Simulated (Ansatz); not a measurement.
# TiO2 at a changed volume: O-17 NMR of the central transition

Cell: a structure deposited in the COD, relaxed with PBE at fixed cell and then changed (volume scaled by 1.04, ions relaxed).

```cif
data_TiO2
_symmetry_space_group_name_H-M 'P4_2/mnm'
_symmetry_Int_Tables_number 136
_cell_length_a 4.6545
_cell_length_b 4.6545
_cell_length_c 2.9979
_cell_angle_alpha 90.000
_cell_angle_beta 90.000
_cell_angle_gamma 90.000
loop_
_atom_site_label
_atom_site_type_symbol
_atom_site_symmetry_multiplicity
_atom_site_Wyckoff_symbol
_atom_site_fract_x
_atom_site_fract_y
_atom_site_fract_z
Ti Ti 2 a 0.0000 0.0000 0.0000
O O 4 f 0.3058 0.3058 0.0000
```

One atom of each set is listed.

Level of theory: DFT, PBE, plane waves and PAW, scalar-relativistic, 420 eV cutoff, Γ-centred 7×7×10 k-points, Fermi–Dirac smearing 0.02 eV (Ansatz 0.2.0).

O-17 has I = 5/2 and Q = -25.58 mb (Pyykkö 2018); at 18.8 T its Larmor frequency is ν₀ = 108.6 MHz. Only the quadrupole interaction is simulated: positions count from each site's isotropic chemical shift, and J coupling is left out, as are shift anisotropy and dipolar coupling, which fast spinning averages.

**Question.** Give C_Q, η, the quadrupolar product P_Q = |C_Q|(1 + η²/3)^½, the second-order isotropic shift and the breadth of the pattern (fast magic-angle spinning) for each O site.

**Answer.** 

```
site          first shell  C_Q (MHz)     η  P_Q (MHz)  δ_QIS (ppm)  breadth (kHz)
   O  3 Ti at 1.97–2.01 Å      -1.56  0.96       1.78        -1.61          0.387
```

δ_QIS = −(ν_Q²/30ν₀²)[I(I+1) − 3/4](1 + η²/3) × 10⁶ ppm with ν_Q = 3|C_Q|/[2I(2I−1)]; it falls as 1/B₀² in ppm, and the breadth as 1/B₀ in kHz.
